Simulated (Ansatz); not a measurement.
Data:

SrF$_{2}$:
```cif
data_F2Sr
_chemical_formula_sum 'Sr1 F2'
_space_group_name_H-M_alt 'P 1'
_space_group_IT_number 1
_cell_length_a 4.14177
_cell_length_b 4.14177
_cell_length_c 4.14177
_cell_angle_alpha 60.000
_cell_angle_beta 60.000
_cell_angle_gamma 60.000
loop_
_space_group_symop_operation_xyz
  'x, y, z'
loop_
_atom_site_label
_atom_site_type_symbol
_atom_site_fract_x
_atom_site_fract_y
_atom_site_fract_z
_atom_site_occupancy
Sr1 Sr 0.00000 0.00000 0.00000 1
F1 F 0.25000 0.25000 0.25000 1
F2 F 0.75000 0.75000 0.75000 1
```

This is the PBE-relaxed structure.

Problem. All from PBE (plane waves, PAW; program Ansatz), unless another level is named. Give the hole effective mass with spin–orbit coupling.

Solution. 0.92, 8.8, 8.8 mₑ (principal values).

Problem. Next, the weight of the conduction-edge state by species (Voronoi cells)?

Solution. F 77 %, Sr 23 %.

Problem. What about the weight of the valence-edge state by species (Voronoi cells)?

Solution. F 99 %.

Space group Fm-3m (fluorite). Symmetry was held in the PBE relaxation; phonons on a q-mesh show no instability. Spin–orbit coupling is left out wherever it is not named.

Potentials: the later of the program's two PAW sets.

Edges and masses are those of Kohn–Sham bands, whose gap is no quasiparticle gap.
